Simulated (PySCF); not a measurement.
A geometry optimisation, step by step.

Compound: acetone, C₃H₆O.
Bonds: C1–C2, C2–C3, C2–O4 (double). Hydrogens: H5, H6, H7 on C1; H8, H9, H10 on C3.

Computed by this run: PBE0-D3(BJ)/def2-SVP geometry optimisation, gas phase in PySCF; density fitting, grid level 1; the optimiser is geomeTRIC in internal coordinates, started from a GFN2-xTB structure with every atom displaced at random (about 0.01 Å). The frame can shift and turn from step to step; on so coarse a grid that alone can change the energy by a few meV, and forces under 0.02 eV/Å are noise.

Step 0: E = -5245.9975 eV, largest atomic force 2.196 eV/Å
```
atom  x, y, z in Å  |  force x, y, z in eV/Å
C1      1.288   -0.171   -0.088   -1.033   1.784  -0.755
C2     -0.035    0.603   -0.257    0.810  -0.187  -0.065
C3     -1.269   -0.150    0.206    1.484   0.287   0.849
O4     -0.054    1.717   -0.727   -0.271  -0.394   0.232
H5      1.498   -0.233    0.958    0.316  -0.233   1.166
H6      1.171   -1.147   -0.496    0.026  -1.301  -0.403
H7      2.085    0.380   -0.591    0.145   0.027  -0.089
H8     -2.084    0.530    0.293   -1.043   0.708   0.039
H9     -1.061   -0.627    1.187   -0.151   0.072  -0.343
H10    -1.488   -0.922   -0.507   -0.282  -0.762  -0.631
```

Step 1: E = -5246.1056 eV, largest atomic force 0.319 eV/Å
```
atom  x, y, z in Å  |  force x, y, z in eV/Å
C1      1.275   -0.245   -0.045   -0.019  -0.178   0.124
C2      0.043    0.621   -0.148   -0.159   0.250  -0.047
C3     -1.281   -0.067    0.088   -0.218   0.076  -0.132
O4      0.112    1.808   -0.377    0.038  -0.316   0.027
H5      1.503   -0.385    1.030    0.001  -0.012  -0.174
H6      1.127   -1.252   -0.481    0.005   0.218   0.080
H7      2.123    0.261   -0.519    0.072   0.021  -0.015
H8     -2.097    0.675    0.131    0.188  -0.115  -0.039
H9     -1.262   -0.649    1.018    0.039  -0.058   0.144
H10    -1.488   -0.792   -0.720    0.054   0.114   0.032
```

Step 2: E = -5246.1103 eV, largest atomic force 0.087 eV/Å
```
atom  x, y, z in Å  |  force x, y, z in eV/Å
C1      1.276   -0.243   -0.043   -0.005  -0.053   0.049
C2      0.038    0.617   -0.144    0.008   0.082  -0.021
C3     -1.286   -0.069    0.090   -0.031  -0.067   0.045
O4      0.109    1.798   -0.380   -0.009   0.006  -0.021
H5      1.511   -0.391    1.025    0.004  -0.015  -0.022
H6      1.127   -1.241   -0.483    0.005   0.014  -0.006
H7      2.124    0.266   -0.518   -0.013   0.006   0.003
H8     -2.092    0.675    0.123    0.025  -0.004  -0.007
H9     -1.269   -0.649    1.027    0.006   0.013  -0.017
H10    -1.485   -0.788   -0.722    0.011   0.018  -0.003
```

Step 3: E = -5246.1105 eV, largest atomic force 0.092 eV/Å
```
atom  x, y, z in Å  |  force x, y, z in eV/Å
C1      1.269   -0.242   -0.041    0.054   0.074  -0.007
C2      0.037    0.626   -0.145    0.031  -0.071   0.018
C3     -1.280   -0.071    0.091   -0.023   0.019   0.041
O4      0.106    1.806   -0.388   -0.013  -0.017  -0.012
H5      1.503   -0.399    1.025   -0.003  -0.006   0.021
H6      1.115   -1.235   -0.486   -0.005  -0.022  -0.029
H7      2.122    0.264   -0.513    0.003  -0.005   0.005
H8     -2.090    0.667    0.122   -0.044   0.014   0.006
H9     -1.257   -0.650    1.030    0.002   0.018  -0.031
H10    -1.471   -0.790   -0.721   -0.003  -0.005  -0.012
```

Step 4: E = -5246.1111 eV, largest atomic force 0.028 eV/Å
```
atom  x, y, z in Å  |  force x, y, z in eV/Å
C1      1.274   -0.241   -0.041    0.002   0.027   0.005
C2      0.037    0.621   -0.144    0.012  -0.017   0.007
C3     -1.284   -0.071    0.092    0.011   0.002   0.017
O4      0.105    1.801   -0.389   -0.001   0.002  -0.016
H5      1.507   -0.400    1.025   -0.006  -0.008   0.009
H6      1.124   -1.234   -0.490   -0.001  -0.009  -0.017
H7      2.124    0.270   -0.511    0.000   0.003   0.003
H8     -2.092    0.670    0.123   -0.012   0.007   0.002
H9     -1.263   -0.648    1.030   -0.001  -0.003  -0.003
H10    -1.476   -0.790   -0.720   -0.004  -0.005  -0.006
```

Step 5: E = -5246.1114 eV, largest atomic force 0.020 eV/Å
```
atom  x, y, z in Å  |  force x, y, z in eV/Å
C1      1.275   -0.240   -0.041   -0.006   0.006   0.004
C2      0.036    0.620   -0.145    0.000  -0.004   0.005
C3     -1.285   -0.072    0.094    0.019   0.005   0.004
O4      0.102    1.799   -0.394   -0.002   0.010  -0.016
H5      1.505   -0.405    1.025   -0.007  -0.009   0.003
H6      1.129   -1.230   -0.497    0.003  -0.001  -0.008
H7      2.125    0.276   -0.505   -0.001   0.004   0.004
H8     -2.093    0.669    0.124    0.000   0.000   0.002
H9     -1.262   -0.649    1.032   -0.002  -0.008   0.004
H10    -1.478   -0.792   -0.718   -0.004  -0.003  -0.001
```

Question: Summarise the path.

Answer: The energy falls by 10.99 kJ/mol from step 0 to step 5; nine tenths of that is first reached at step 1. It falls at every step. The largest force goes from 2.196 to 0.020 eV/Å. Among the bonds C1–H6 changes most, from 1.064 to 1.100 Å; the atoms move by 0.082 Å rms after alignment.

The cost below is that of the whole optimisation. Hardware: one thread, Intel Xeon Platinum 8175M at 2.50 GHz (x86_64), no GPU, shared host with 96 logical CPUs at a one-minute load of 62. Cost: 24 s wall, 0.36 GiB resident at most.
